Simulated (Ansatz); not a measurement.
# Si: the cost of one run

Computed with Ansatz 0.2.0 (DFT PBE, scalar-relativistic, plane waves, PAW, unless a step's input says otherwise).

15 further runs of the same task are left out: 15 set aside as unsound or not needed.

**1. The starting structure**

It takes space group Ia-3 (No. 206, cubic). Conventional cell: a = 6.659 Å, b = 6.659 Å, c = 6.659 Å, α = 90.00°, β = 90.00°, γ = 90.00°. Around Si (site symmetry 3) lie 4 Si at 2.34 to 2.40 Å.

As a file:

```
CELL_PARAMETERS angstrom
-3.32954 3.32954 3.32954
3.32954 -3.32954 3.32954
3.32954 3.32954 -3.32954
ATOMIC_POSITIONS crystal
Si 0.20285 0.20285 0.20285
Si 0.50000 0.00000 0.29715
Si 0.29715 0.50000 0.00000
Si 0.00000 0.29715 0.50000
Si 0.79715 0.79715 0.79715
Si 0.50000 0.00000 0.70285
Si 0.70285 0.50000 0.00000
Si 0.00000 0.70285 0.50000
```

This cell was relaxed beforehand with the same method: volume 18.46 Å³/atom, gap on the mesh none (metal).

**2. What is varied**

The energy is mapped over volume and the cell's shape.

The axes are (1) volume per atom: 7 values from 16.98 to 19.93 Å³; (2) c/a of the conventional cell: 7 values from 0.886 to 1.128.

Nothing else is relaxed (fractional coordinates fixed). Energies count from the relaxed crystal. Points are written as (first, second).

**3. The run at (16.98 Å³, 1.128)**

Input file input.yaml:

```yaml
crystal:
  lattice:
    - [-3.1106561196, 3.1106561196, 3.5094422341]
    - [3.1106561196, -3.1106561196, 3.5094422341]
    - [3.1106561196, 3.1106561196, -3.5094422341]
  atoms:
    - { symbol: Si, position: [0.2028545115, 0.2028545115, 0.2028545115] }
    - { symbol: Si, position: [0.5, 0.0, 0.2971454885] }
    - { symbol: Si, position: [0.2971454885, 0.5, 0.0] }
    - { symbol: Si, position: [0.0, 0.2971454885, 0.5] }
    - { symbol: Si, position: [0.7971454885, 0.7971454885, 0.7971454885] }
    - { symbol: Si, position: [0.5, 0.0, 0.7028545115] }
    - { symbol: Si, position: [0.7028545115, 0.5, 0.0] }
    - { symbol: Si, position: [0.0, 0.7028545115, 0.5] }
basis:
  ecutwfc: 420
kpoints:
  mp_grid: { grid: [10, 10, 10] }
hamiltonian:
  xc: pbe
  pseudopotentials: { kind: paw, azcp: { folder: soft_1 } }
scf:
  occupations: { method: gaussian, width: 0.15 }
output:
  forces: true
  stress: true
  eigenvalues: true
```

The run is started by

```bash
$ ansatz run input.yaml --threads 4 --pin off --max-ram 8192MiB --backend cpu --events-out ev --progress --plain --runs-dir out
```

What time and memory should one allow on 4 threads of Intel Xeon Platinum 8488C (Sapphire Rapids), shared host?

About 8.3 s, with a peak of 0.76 GiB.
